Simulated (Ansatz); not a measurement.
# Sb: equation of state with PBEsol

Crystal: Sb.

```xyz
2
Lattice="3.1224 0.0000 0.0000 0.0000 4.3475 0.0000 -0.0389 0.0000 4.4059" Properties=species:S:1:pos:R:3 pbc="T T T"
Sb    0.0262    1.0869    1.0625
Sb    3.0573    3.2606    3.3433
```

This isn't the form of Sb at room conditions, which is rhombohedral.

- Program: Ansatz 0.2.0
- Task: equation of state
- Functional: PBEsol
- Potentials or basis: all-electron LAPW, scalar-relativistic
- Basis error allowed: 0.001 eV/atom
- k mesh: 9 × 6 × 6
- Occupations: fermi-dirac, width 0.05 eV
- Spin: no spin polarisation

The equilibrium volume is 28.74 Å³/atom. The bulk modulus at fixed shape and positions is 61 GPa and the pressure derivative of the bulk modulus is 4.6.

Energy against volume, from the lowest point:
| volume (Å³/atom) | energy (meV/atom) |
| --- | --- |
| 28.110 | 2.71 |
| 28.708 | 0.00 |
| 29.306 | 2.05 |
| 29.904 | 8.33 |
| 30.502 | 18.36 |
| 31.100 | 31.74 |
| 31.698 | 48.11 |

All runs of the series together: 3.8 min on 1 thread of Intel(R) Xeon(R) Processor @ 2.70GHz, with other jobs on the host.

Caveat: the cell was scaled at fixed shape and fractional positions, which overstates the stiffness of a crystal with free parameters, most of all of layers and chains. Spin-orbit coupling is left out, which matters for the levels of Sb.
